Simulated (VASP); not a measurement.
A run of VASP 6.6.1 is set up as follows.

POSCAR

```
PtSe
1.0
    0.0000000000      3.0374472300      3.0374472300
    3.0374472300      0.0000000000      3.0374472300
    3.0374472300      3.0374472300      0.0000000000
Pt Se
1 1
Direct
    0.0000000000      0.0000000000      0.0000000000
    0.2500000000      0.2500000000      0.2500000000
```

File INCAR.step1:

```
SYSTEM = PtSe
PREC = Accurate ; ENCUT = 520
EDIFF = 1E-7 ; ISMEAR = 0
SIGMA = 0.02 ; LREAL = .FALSE.
LASPH = .TRUE. ; NELM = 80
ALGO = Normal ; ISIF = 2
LWAVE = .TRUE. ; LCHARG = .TRUE.
GGA = PE
```

File INCAR.step2:

```
SYSTEM = PtSe
PREC = Accurate ; ENCUT = 520
EDIFF = 1E-7 ; ISMEAR = 0
SIGMA = 0.02 ; LREAL = .FALSE.
LASPH = .TRUE. ; NELM = 80
ALGO = Normal ; ISIF = 2
LWAVE = .FALSE. ; LCHARG = .FALSE.
GGA = PE ; ISTART = 1
ICHARG = 11 ; ISYM = -1
NUM_WANN = 8 ; LSCDM = .TRUE.
```

KPOINTS

```
regular mesh
0
G
  4 4 4
  0 0 0
```

KPOINTS_OPT

```
path GXWKGLUWLK,UX
12
line-mode
reciprocal
 0.0000000000  0.0000000000  0.0000000000  G
 0.5000000000  0.0000000000  0.5000000000  X

 0.5000000000  0.0000000000  0.5000000000  X
 0.5000000000  0.2500000000  0.7500000000  W

 0.5000000000  0.2500000000  0.7500000000  W
 0.3750000000  0.3750000000  0.7500000000  K

 0.3750000000  0.3750000000  0.7500000000  K
 0.0000000000  0.0000000000  0.0000000000  G

 0.0000000000  0.0000000000  0.0000000000  G
 0.5000000000  0.5000000000  0.5000000000  L

 0.5000000000  0.5000000000  0.5000000000  L
 0.6250000000  0.2500000000  0.6250000000  U

 0.6250000000  0.2500000000  0.6250000000  U
 0.5000000000  0.2500000000  0.7500000000  W

 0.5000000000  0.2500000000  0.7500000000  W
 0.5000000000  0.5000000000  0.5000000000  L

 0.5000000000  0.5000000000  0.5000000000  L
 0.3750000000  0.3750000000  0.7500000000  K

 0.6250000000  0.2500000000  0.6250000000  U
 0.5000000000  0.0000000000  0.5000000000  X
```

Contents of KPOINTS_WAN:

```
path GXWKGLUWLK,UX
12
line-mode
reciprocal
 0.0000000000  0.0000000000  0.0000000000  G
 0.5000000000  0.0000000000  0.5000000000  X

 0.5000000000  0.0000000000  0.5000000000  X
 0.5000000000  0.2500000000  0.7500000000  W

 0.5000000000  0.2500000000  0.7500000000  W
 0.3750000000  0.3750000000  0.7500000000  K

 0.3750000000  0.3750000000  0.7500000000  K
 0.0000000000  0.0000000000  0.0000000000  G

 0.0000000000  0.0000000000  0.0000000000  G
 0.5000000000  0.5000000000  0.5000000000  L

 0.5000000000  0.5000000000  0.5000000000  L
 0.6250000000  0.2500000000  0.6250000000  U

 0.6250000000  0.2500000000  0.6250000000  U
 0.5000000000  0.2500000000  0.7500000000  W

 0.5000000000  0.2500000000  0.7500000000  W
 0.5000000000  0.5000000000  0.5000000000  L

 0.5000000000  0.5000000000  0.5000000000  L
 0.3750000000  0.3750000000  0.7500000000  K

 0.6250000000  0.2500000000  0.6250000000  U
 0.5000000000  0.0000000000  0.5000000000  X
```

Potentials or basis: VASP PAW PBE potentials, release 64 (Pt, Se).

Run with:

```bash
$ cat potpaw_PBE.64/Pt/POTCAR potpaw_PBE.64/Se/POTCAR > POTCAR
$ cp INCAR.step1 INCAR
$ mpirun -np 1 vasp_std > vasp.out
$ cp INCAR.step2 INCAR
$ mpirun -np 1 vasp_std > vasp.out
```

Task: Estimate the band gap along the path.

Result: None (metal or under the smearing width).

Levels at the corners of the path, in eV from the Fermi level:
```csv
point,band 5,band 6,band 7,band 8,band 9,band 10,band 11,band 12
Γ,-1.94,-1.94,0.47,1.82,1.82,1.82,6.72,6.72
X,-1.91,-1.70,-1.67,-0.75,-0.75,4.40,4.61,9.01
X,-1.91,-1.70,-1.67,-0.75,-0.75,4.40,4.61,9.01
W,-2.07,-1.67,-1.64,-1.25,-0.13,4.99,6.25,7.20
W,-2.07,-1.67,-1.64,-1.25,-0.13,4.99,6.25,7.20
K,-2.19,-1.84,-1.46,-0.84,-0.20,4.51,5.59,8.68
K,-2.19,-1.84,-1.46,-0.84,-0.20,4.51,5.59,8.68
Γ,-1.94,-1.94,0.47,1.82,1.82,1.82,6.72,6.72
Γ,-1.94,-1.94,0.47,1.82,1.82,1.82,6.72,6.72
L,-1.83,-1.83,-1.70,0.66,0.66,2.57,7.61,7.61
L,-1.83,-1.83,-1.70,0.66,0.66,2.57,7.61,7.61
U,-2.19,-1.84,-1.46,-0.84,-0.20,4.51,5.59,8.68
U,-2.19,-1.84,-1.46,-0.84,-0.20,4.51,5.59,8.68
W,-2.07,-1.67,-1.64,-1.25,-0.13,4.99,6.25,7.20
W,-2.07,-1.67,-1.64,-1.25,-0.13,4.99,6.25,7.20
L,-1.83,-1.83,-1.70,0.66,0.66,2.57,7.61,7.61
L,-1.83,-1.83,-1.70,0.66,0.66,2.57,7.61,7.61
K,-2.19,-1.84,-1.46,-0.84,-0.20,4.51,5.59,8.68
U,-2.19,-1.84,-1.46,-0.84,-0.20,4.51,5.59,8.68
X,-1.91,-1.70,-1.67,-0.75,-0.75,4.40,4.61,9.01
```

Caveat: the k mesh is coarse (spacing up to 0.45 Å⁻¹), so the values aren't converged; spin-orbit coupling is left out, which moves the levels of the heavy elements.
